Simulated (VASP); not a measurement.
Wanted: the native input for a VASP 6.6.1 run.

```yaml
Task: band structure
Functional: PBE
Dispersion: D3(BJ)
Potentials_or_basis: VASP PAW PBE potentials, release 64 (C)
Cutoff: 520 eV
k_mesh: 15 × 15 × 1
Occupations: gaussian, width 0.03 eV
Spin: no spin polarisation
Dipole_correction: yes
Further_INCAR_settings: ALGO = Normal; EDIFF = 1e-06; NBANDS = 11
```

The structure of C lies in POSCAR:

```
C                                       
1.0
    2.4661062413      0.0000000000      0.0000000000
   -1.2330531207      2.1357106537      0.0000000000
    0.0000000000      0.0000000000     18.0000000000
  C             
     2
Direct
     0.0000000000000000    0.0000000000000000    0.5000000000000000
     0.6666666699999979    0.3333333400000029    0.5000000000000000
```

The slab is cut from a database's or a generator's crystal, which needn't be the stable form of the element.

These files were run (other wordings do the same):

INCAR

```
PREC = Accurate
ENCUT = 520
EDIFF = 1E-6
ISMEAR = 0
SIGMA = 0.03
LREAL = F
LASPH = T
NELM = 80
ALGO = Normal
ISIF = 2
LWAVE = F
LCHARG = F
LDIPOL = T
IDIPOL = 3
DIPOL = 0.5 0.5 0.500
GGA = PE
IVDW = 12
NBANDS = 11
LVHAR = T
LVACPOTAV = T
KPAR = 2
```

KPOINTS

```
regular mesh
0
Gamma
  15 15 1
```

KPOINTS_OPT

```
explicit points
67
Reciprocal
 0.0000000000  0.0000000000  0.0000000000 1
 0.0357142900  0.0000000000  0.0000000000 1
 0.0714285700  0.0000000000  0.0000000000 1
 0.1071428600  0.0000000000  0.0000000000 1
 0.1428571400  0.0000000000  0.0000000000 1
 0.1785714300  0.0000000000  0.0000000000 1
 0.2142857100  0.0000000000  0.0000000000 1
 0.2500000000  0.0000000000  0.0000000000 1
 0.2857142900  0.0000000000  0.0000000000 1
 0.3214285700  0.0000000000  0.0000000000 1
 0.3571428600  0.0000000000  0.0000000000 1
 0.3928571400  0.0000000000  0.0000000000 1
 0.4285714300  0.0000000000  0.0000000000 1
 0.4642857100  0.0000000000  0.0000000000 1
 0.5000000000  0.0000000000  0.0000000000 1
 0.4791666700  0.0416666700  0.0000000000 1
 0.4583333300  0.0833333300  0.0000000000 1
 0.4375000000  0.1250000000  0.0000000000 1
 0.4166666700  0.1666666700  0.0000000000 1
 0.3958333300  0.2083333300  0.0000000000 1
 0.3750000000  0.2500000000  0.0000000000 1
 0.3541666700  0.2916666700  0.0000000000 1
 0.3333333300  0.3333333300  0.0000000000 1
 0.3137254900  0.3137254900  0.0000000000 1
 0.2941176500  0.2941176500  0.0000000000 1
 0.2745098000  0.2745098000  0.0000000000 1
 0.2549019600  0.2549019600  0.0000000000 1
 0.2352941200  0.2352941200  0.0000000000 1
 0.2156862700  0.2156862700  0.0000000000 1
 0.1960784300  0.1960784300  0.0000000000 1
 0.1764705900  0.1764705900  0.0000000000 1
 0.1568627500  0.1568627500  0.0000000000 1
 0.1372549000  0.1372549000  0.0000000000 1
 0.1176470600  0.1176470600  0.0000000000 1
 0.0980392200  0.0980392200  0.0000000000 1
 0.0784313700  0.0784313700  0.0000000000 1
 0.0588235300  0.0588235300  0.0000000000 1
 0.0392156900  0.0392156900  0.0000000000 1
 0.0196078400  0.0196078400  0.0000000000 1
 0.0000000000  0.0000000000  0.0000000000 1
 0.0000000000  0.0000000000  0.0000000000 1
 0.0047121800 -0.0023560900  0.0000000000 1
-0.0047121800  0.0023560900  0.0000000000 1
 0.0137438600 -0.0068719300  0.0000000000 1
-0.0137438600  0.0068719300  0.0000000000 1
 0.0000000000  0.0040808700  0.0000000000 1
-0.0000000000 -0.0040808700  0.0000000000 1
 0.0000000000  0.0119025300  0.0000000000 1
-0.0000000000 -0.0119025300  0.0000000000 1
 0.5000000000  0.0000000000  0.0000000000 1
 0.5047121800 -0.0023560900  0.0000000000 1
 0.4952878200  0.0023560900  0.0000000000 1
 0.5137438600 -0.0068719300  0.0000000000 1
 0.4862561400  0.0068719300  0.0000000000 1
 0.5000000000  0.0040808700  0.0000000000 1
 0.5000000000 -0.0040808700  0.0000000000 1
 0.5000000000  0.0119025300  0.0000000000 1
 0.5000000000 -0.0119025300  0.0000000000 1
 0.3333333300  0.3333333300  0.0000000000 1
 0.3380455100  0.3309772400  0.0000000000 1
 0.3286211500  0.3356894200  0.0000000000 1
 0.3470771900  0.3264614000  0.0000000000 1
 0.3195894700  0.3402052600  0.0000000000 1
 0.3333333300  0.3374142000  0.0000000000 1
 0.3333333300  0.3292524600  0.0000000000 1
 0.3333333300  0.3452358600  0.0000000000 1
 0.3333333300  0.3214308000  0.0000000000 1
```

Potentials or basis: VASP PAW PBE potentials, release 64 (C).

Command:

```bash
$ cat potpaw_PBE.64/C/POTCAR > POTCAR
$ mpirun -np 2 vasp_std > vasp.out
```

It gave:

```yaml
Band_gap_along_the_path: none (metal or under the smearing width)
Dispersion_energy_per_atom: -0.089 eV
Work_function_of_the_upper_face: 4.25 eV
Work_function_of_the_lower_face: 4.25 eV
```

Run time: 23 s on 2 MPI ranks on Intel(R) Xeon(R) Platinum 8488C (Sapphire Rapids) (shared host), peak memory 0.21 GiB a rank.
